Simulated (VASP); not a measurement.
# Ga3Sb (P4/mmm) in VASP: a series of runs

One crystal, Ga3Sb, is run at these levels: PBE, r2SCAN; tasks: relaxation of cell and atoms, single point.

Program: VASP 6.6.1. These are calculated values, not measurements. Logs are shortened: lines on timing, memory, paths and dates and some standing lists are left out, and cuts for length are marked.

### Step 1. Starting point

Symmetry: P4/mmm, No. 123, tetragonal system. The conventional cell has a = 4.162 Å, b = 4.162 Å, c = 5.094 Å, α = 90.00°, β = 90.00°, γ = 90.00°. Ga (site symmetry mmm) is surrounded by 8 Ga at 2.94 to 3.29 Å and 4 Sb at 3.29 Å. Around Ga (site symmetry 4/mmm) lie 4 Sb at 2.94 Å and 8 Ga at 3.29 Å. Sb (site symmetry 4/mmm) is surrounded by 12 Ga at 2.94 to 3.29 Å.

The cell was built by a generator and needn't be a form met in nature.

### Step 2. Relaxation of cell and atoms, PBE

INCAR reads:

```
PREC = Accurate ; ENCUT = 520
EDIFF = 1E-6 ; ISMEAR = 0
SIGMA = 0.1 ; LREAL = False
LASPH = True ; NELM = 120
ALGO = Normal ; ISIF = 3
LWAVE = False ; LCHARG = False
GGA = PE ; IBRION = 2
NSW = 90 ; EDIFFG = -0.01
KPAR = 4
```

KPOINTS reads:

```
Automatic mesh
0
Gamma
  8 8 8
```

POSCAR reads:

```
Ga3Sb
1.0
    4.1620000000      0.0000000000      0.0000000000
    0.0000000000      4.1620000000      0.0000000000
    0.0000000000      0.0000000000      5.0940000000
Ga Sb
3 1
Direct
    0.0000000000      0.5000000000      0.5000000000
    0.5000000000      0.0000000000      0.5000000000
    0.0000000000      0.0000000000      0.0000000000
    0.5000000000      0.5000000000      0.0000000000
```

Potentials or basis: VASP PAW PBE potentials, release 64 (Ga_d, Sb).

The run is started by

```bash
$ cat potpaw_PBE.64/Ga_d/POTCAR potpaw_PBE.64/Sb/POTCAR > POTCAR
$ mpirun -np 4 vasp_std > vasp.out
```

OUTCAR:

```text
PREC = Accurate
   ENCUT = 520
   EDIFF = 1E-6
   ISMEAR = 0
   LREAL = False
   LASPH = True
   NELM = 120
   ISIF = 3
   GGA = PE
   IBRION = 2
   NSW = 90
   EDIFFG = -0.01

 ion  position               nearest neighbor table
   1  0.000  0.500  0.500-   4 3.29   4 3.29   4 3.29   4 3.29
   2  0.500  0.000  0.500-   4 3.29   4 3.29   4 3.29   4 3.29
   3  0.000  0.000  0.000-   4 2.94   4 2.94   4 2.94   4 2.94
   4  0.500  0.500  0.000-   3 2.94   3 2.94   3 2.94   3 2.94   2 3.29   2 3.29   2 3.29   2 3.29
                             1 3.29   1 3.29   1 3.29   1 3.29

  LATTYP: Found a simple tetragonal cell.
 ALAT       =     4.1620000000
 C/A-ratio  =     1.2239308025

  Lattice vectors:

 A1 = (   4.1620000000,   0.0000000000,   0.0000000000)
 A2 = (   0.0000000000,   4.1620000000,   0.0000000000)
 A3 = (   0.0000000000,   0.0000000000,   5.0940000000)

Analysis of symmetry for initial positions (statically):
=====================================================================
 Subroutine PRICEL returns:
 Original cell was already a primitive cell.

 Routine SETGRP: Setting up the symmetry group for a
 simple tetragonal supercell.

 Subroutine GETGRP returns: Found 16 space group operations
 (whereof 16 operations were pure point group operations)
 out of a pool of 16 trial point group operations.

The static configuration has the point symmetry D_4h.

Analysis of symmetry for dynamics (positions and initial velocities):
=====================================================================
 Subroutine PRICEL returns:
 Original cell was already a primitive cell.

 Routine SETGRP: Setting up the symmetry group for a
 simple tetragonal supercell.

 Subroutine GETGRP returns: Found 16 space group operations
 (whereof 16 operations were pure point group operations)
 out of a pool of 16 trial point group operations.

The dynamic configuration has the point symmetry D_4h.

 Subroutine INISYM returns: Found 16 space group operations
 (whereof 16 operations are pure point group operations),
 and found     1 'primitive' translations

----------------------------------------------------------------------------------------

                                     Primitive cell

  volume of cell :      88.2395

  direct lattice vectors                    reciprocal lattice vectors
[... 95 lines left out ...]
   IBRION =      2    ionic relax: 0-MD 1-quasi-New 2-CG
   NFREE  =      1    steps in history (QN), initial steepest desc. (CG)
   ISIF   =      3    stress and relaxation
   ISYM   =      2    0-nonsym 1-usesym 2-fastsym
   POTIM  = 0.5000    time-step for ionic-motion
   TEBEG  =    0.0;   TEEND  =   0.0 temperature during run
   PSTRESS=    0.0 pullay stress
   NELECT =      44.0000    total number of electrons
   NUPDOWN=      -1.0000    fix difference up-down
   EMIN   =  10.00;   EMAX   =-10.00  energy-range for DOS
   EFERMI =   0.00;   METHOD = LEGACY
   ISMEAR =     0;   SIGMA  =   0.10  broadening in eV -4-tet -1-fermi 0-gaus
   EFERMI_NEDOS =   21; number of points for ismear=-14 and -15
   IALGO  =     38    algorithm
   IMIX   =      4    mixing-type and parameters
     AMIX     =   0.40;   BMIX     =  1.00
     AMIX_MAG =   1.60;   BMIX_MAG =  1.00
  volume/ion in A,a.u.               =      22.06       148.87
  Fermi-wavevector in a.u.,A,eV,Ry     =   1.298189  2.453222 22.929837  1.685295
  Thomas-Fermi vector in A             =   2.429534
   LORBIT       =      0    0 simple, 1 ext, 2 COOP (PROOUT), +10 PAW based schemes
   GGA     = PE    functional components
   LHFCALC =     F    Hartree Fock is set to
   AEXX    =    0.0000 exact exchange contribution
   IVDW    =     0    specifies the selected vdW correction
   LEPSILON=     F    determine dielectric tensor
   LRPA    =     F    only Hartree local field effects (RPA)
 conjugate gradient relaxation of ions
 non-spin polarized calculation
 Gauss-broadening in eV      SIGMA  =   0.10
  energy-cutoff  :      520.00
  volume of cell :       88.24
 maximum number of plane-waves:      2420
 NGX is ok and might be reduce to    32

--------------------------------------- Ionic step        1  -------------------------------------------

 number of electron      43.9999974 magnetization

 Free energy of the ion-electron system (eV)
  ---------------------------------------------------
  ext. energy  EPLUGINS =         0.00000000
  ---------------------------------------------------
  free energy    TOTEN  =       -12.55415362 eV

  energy without entropy =      -12.54114801  energy(sigma->0) =      -12.54765082

------------------------ aborting loop because EDIFF is reached ----------------------------------------

  FORCE on cell =-STRESS in cart. coord.  units (eV):
  Direction    XX          YY          ZZ          XY          YZ          ZX
  --------------------------------------------------------------------------------------
  -------------------------------------------------------------------------------------
  Total        0.5312015      0.5312015     -1.0453211      0.0000000      0.0000000      0.0000000
  in kB        9.6451011      9.6451011    -18.9800432      0.0000000      0.0000000      0.0000000
  external PRESSURE =       0.1033863 kB  Pullay stress =       0.0000000 kB
[... 101 lines left out ...]
--------------------------------------- Ionic step        4  -------------------------------------------

 number of electron      44.0000020 magnetization

 Free energy of the ion-electron system (eV)
  ---------------------------------------------------
  ext. energy  EPLUGINS =         0.00000000
  ---------------------------------------------------
  free energy    TOTEN  =       -12.60662606 eV

  energy without entropy =      -12.59710051  energy(sigma->0) =      -12.60186328

 E-fermi :   5.9611     XC(G=0): -10.4975

 val. band max:        5.9596897415   @ k =   0.2500   0.0000   0.5000
 cond. band min:       5.9630980623   @ k =   0.5000   0.0000   0.3750
 fundamental gap:      0.0034083208
 Fermi energy:         5.9610997507

 k-point     1 :       0.0000    0.0000    0.0000
  band No.  band energies     occupation
      1      -8.9583      2.00000
      2      -8.9566      2.00000
      3      -8.9355      2.00000
      4      -8.9355      2.00000
      5      -8.8855      2.00000
      6      -8.8786      2.00000
[... 685 lines left out ...]
     25       8.3625      0.00000
     26       8.4636      0.00000

 [... further k-points ...]
[... 5 lines left out ...]
  --------------------------------------------------------------------------------------
  -------------------------------------------------------------------------------------
  Total        0.0068897      0.0068897     -0.0230323      0.0000000     -0.0000000     -0.0000000
  in kB        0.1252720      0.1252720     -0.4187851      0.0000000     -0.0000000     -0.0000000
  external PRESSURE =      -0.0560804 kB  Pullay stress =       0.0000000 kB
[... 19 lines left out ...]
  FREE ENERGIE OF THE ION-ELECTRON SYSTEM (eV)
  ---------------------------------------------------
  free  energy   TOTEN  =       -12.6066260562 eV

  energy  without entropy=      -12.5971005126  energy(sigma->0) =      -12.60186328

 reached required accuracy - stopping structural energy minimisation
```

Wall time 83 s (4 MPI ranks of Intel Xeon 6975P-C (Granite Rapids), shared host); peak memory 0.31 GiB.

Results:

```
Free energy                            : -12.6066 eV
Relaxed volume                         : 22.03 Å³/atom
Relaxed cell                           : a = 4.277 Å, b = 4.277 Å, c = 4.817 Å, α = 90.00°, β = 90.00°, γ = 90.00°
Space group after relaxing (to 0.05 Å) : P4/mmm (No. 123)
Energy gained by relaxing              : 13.1 meV/atom
Ionic steps                            : 4
Pressure after relaxing                : 0.0 GPa
Band gap on the k mesh                 : none (metal or under the smearing width)
```

The path:
| step | energy change (eV) | largest force (eV/Å) | pressure (GPa) | volume (Å³) |
| --- | --- | --- | --- | --- |
| 1 | 0.0000 | 0.0000 | 0.01 | 88.24 |
| 2 | -0.0195 | 0.0000 | 0.02 | 88.25 |
| 3 | -0.0521 | 0.0000 | -0.03 | 88.14 |
| 4 | -0.0525 | 0.0000 | -0.01 | 88.12 |

Final structure:
```
CELL_PARAMETERS angstrom
4.27699 0.00000 0.00000
0.00000 4.27699 0.00000
0.00000 0.00000 4.81705
ATOMIC_POSITIONS crystal
Ga 0.00000 0.50000 0.50000
Ga 0.50000 0.00000 0.50000
Ga 0.00000 0.00000 0.00000
Sb 0.50000 0.50000 0.00000
```

Levels at points of the mesh, in eV from the Fermi level:
| k point | band 20 | band 21 | band 22 | band 23 | band 24 | band 25 |
| --- | --- | --- | --- | --- | --- | --- |
| (0.00, 0.00, 0.00) | -2.82 | -2.82 | -2.24 | 2.53 | 2.53 | 3.01 |
| (0.50, 0.00, 0.00) | -2.24 | -1.14 | -0.95 | 0.23 | 0.45 | 0.92 |
| (0.50, 0.50, 0.00) | -0.85 | -0.80 | -0.80 | -0.67 | 0.26 | 1.03 |
| (0.00, 0.00, 0.50) | -1.72 | -1.72 | -0.21 | -0.21 | 0.72 | 1.36 |
| (0.50, 0.00, 0.50) | -0.24 | 0.79 | 0.82 | 0.92 | 1.67 | 1.85 |
| (0.50, 0.50, 0.50) | -4.69 | -4.69 | -4.43 | -3.41 | 5.30 | 6.36 |

### Step 3. Relaxation of cell and atoms, PBE

This run uses another cell than the first one, of the same volume but with other edges.

INCAR reads:

```
PREC = Accurate ; ENCUT = 520
EDIFF = 1E-7 ; ISMEAR = 0
SIGMA = 0.1 ; LREAL = False
LASPH = True ; NELM = 120
ALGO = Normal ; ISIF = 3
LWAVE = False ; LCHARG = False
GGA = PE ; IBRION = 2
NSW = 60 ; EDIFFG = -0.005
POTIM = 0.3 ; KPAR = 4
```

KPOINTS is that of step 2.

POSCAR reads:

```
Ga3Sb                                   
1.0
    4.2769898264      0.0000000000      0.0000000000
    0.0000000000      4.2769898264      0.0000000000
    0.0000000000      0.0000000000      4.8170466039
  Ga              Sb            
     3     1
Direct
     0.0000000000000000    0.5000000000000000    0.5000000000000000
     0.5000000000000000    0.0000000000000000    0.5000000000000000
     0.0000000000000000    0.0000000000000000    0.0000000000000000
     0.5000000000000000    0.5000000000000000    0.0000000000000000
```

Potentials or basis: VASP PAW PBE potentials, release 64 (Ga_d, Sb).

The run is started by

```bash
$ cat potpaw_PBE.64/Ga_d/POTCAR potpaw_PBE.64/Sb/POTCAR > POTCAR
$ mpirun -np 4 vasp_std > vasp.out
```

Run time: 42 s. Hardware: 4 MPI ranks of Intel Xeon 6975P-C (Granite Rapids), shared host; peak memory 0.29 GiB.

The run converged. Its results:

* Free energy: -12.6066 eV
* Relaxed volume: 22.04 Å³/atom
* Relaxed cell: a = 4.278 Å, b = 4.278 Å, c = 4.817 Å, α = 90.00°, β = 90.00°, γ = 90.00°
* Space group after relaxing (to 0.05 Å): P4/mmm (No. 123)
* Energy gained by relaxing: 0.0 meV/atom
* Ionic steps: 2
* Pressure after relaxing: 0.0 GPa
* Band gap on the k mesh: none (metal or under the smearing width)

Final structure:
```
CELL_PARAMETERS angstrom
4.27780 0.00000 0.00000
0.00000 4.27780 0.00000
0.00000 0.00000 4.81689
ATOMIC_POSITIONS crystal
Ga 0.00000 0.50000 0.50000
Ga 0.50000 0.00000 0.50000
Ga 0.00000 0.00000 0.00000
Sb 0.50000 0.50000 0.00000
```

Levels at points of the mesh, in eV from the Fermi level:
| k point | band 18 | band 19 | band 20 | band 21 | band 22 | band 23 | band 24 | band 25 | band 26 |
| --- | --- | --- | --- | --- | --- | --- | --- | --- | --- |
| (0.00, 0.00, 0.00) | -3.90 | -3.20 | -2.82 | -2.82 | -2.24 | 2.53 | 2.53 | 3.01 | 3.94 |
| (0.50, 0.00, 0.00) | -4.17 | -2.90 | -2.24 | -1.14 | -0.95 | 0.23 | 0.45 | 0.92 | 4.54 |
| (0.50, 0.50, 0.00) | -6.54 | -6.15 | -0.85 | -0.79 | -0.79 | -0.67 | 0.26 | 1.03 | 1.03 |
| (0.00, 0.00, 0.50) | -3.33 | -1.76 | -1.72 | -1.72 | -0.21 | -0.21 | 0.72 | 1.36 | 3.46 |
| (0.50, 0.00, 0.50) | -6.87 | -6.50 | -0.24 | 0.79 | 0.82 | 0.92 | 1.67 | 1.85 | 1.95 |
| (0.50, 0.50, 0.50) | -5.07 | -5.07 | -4.69 | -4.69 | -4.43 | -3.41 | 5.30 | 6.36 | 6.36 |

Spin-orbit coupling is left out, which matters for the levels of Sb.

### Step 4. Single point, r2SCAN

This run uses another cell than the first one, of the same volume but with other edges.

INCAR reads:

```
SYSTEM = Ga3Sb
ALGO = Normal
EDIFF = 1E-6
ENCUT = 520
ISIF = 2
ISMEAR = 0
KPAR = 4
LASPH = .TRUE.
LCHARG = .FALSE.
LMIXTAU = .TRUE.
LREAL = .FALSE.
LWAVE = .FALSE.
METAGGA = R2SCAN
NBANDS = 30
NELM = 150
PREC = Accurate
SIGMA = 0.1
```

KPOINTS reads:

```
k-points
0
G
  8 8 8
  0 0 0
```

POSCAR: that of step 3 with these lines changed.

```diff
@@ -2,5 +2,5 @@
 1.0
-    4.2769898264      0.0000000000      0.0000000000
-    0.0000000000      4.2769898264      0.0000000000
-    0.0000000000      0.0000000000      4.8170466039
+    4.2777952960      0.0000000000     -0.0000000000
+    0.0000000000      4.2777952960      0.0000000000
+    0.0000000000      0.0000000000      4.8168944633
   Ga              Sb
```

The run is started by

```bash
$ cat potpaw_PBE.64/Ga_d/POTCAR potpaw_PBE.64/Sb/POTCAR > POTCAR
$ mpirun -np 4 vasp_std > vasp.out
```

It took 2.4 min on 4 MPI ranks of Intel Xeon 6975P-C (Granite Rapids), shared host; peak memory 0.32 GiB.

Results (log left out):

```
Free energy            : -59.1742 eV
Pressure               : -1.8 GPa
Band gap on the k mesh : none (metal or under the smearing width)
```

Stress tensor (GPa, compression positive):
```
-2.04  0.00  0.00
 0.00 -2.04  0.00
 0.00  0.00 -1.17
```

Levels at points of the mesh, in eV from the Fermi level:
| k point | band 18 | band 19 | band 20 | band 21 | band 22 | band 23 | band 24 | band 25 | band 26 | band 27 |
| --- | --- | --- | --- | --- | --- | --- | --- | --- | --- | --- |
| (0.00, 0.00, 0.00) | -4.21 | -3.24 | -3.11 | -3.11 | -2.22 | 2.57 | 2.57 | 3.15 | 4.18 | 5.00 |
| (0.50, 0.00, 0.00) | -4.27 | -2.99 | -2.45 | -1.33 | -1.05 | 0.13 | 0.52 | 1.05 | 4.71 | 5.44 |
| (0.50, 0.50, 0.00) | -6.90 | -6.48 | -0.99 | -0.82 | -0.82 | -0.63 | 0.27 | 1.04 | 1.04 | 1.36 |
| (0.00, 0.00, 0.50) | -3.34 | -1.94 | -1.94 | -1.72 | -0.34 | -0.34 | 0.79 | 1.55 | 3.69 | 4.00 |
| (0.50, 0.00, 0.50) | -7.25 | -6.85 | -0.37 | 0.91 | 0.97 | 1.04 | 1.66 | 1.85 | 2.12 | 2.13 |
| (0.50, 0.50, 0.50) | -5.31 | -5.31 | -4.98 | -4.98 | -4.72 | -3.64 | 5.60 | 6.67 | 6.67 | 7.39 |

Caveat: the PAW data sets were made with another functional, which shifts forces and pressure a little.
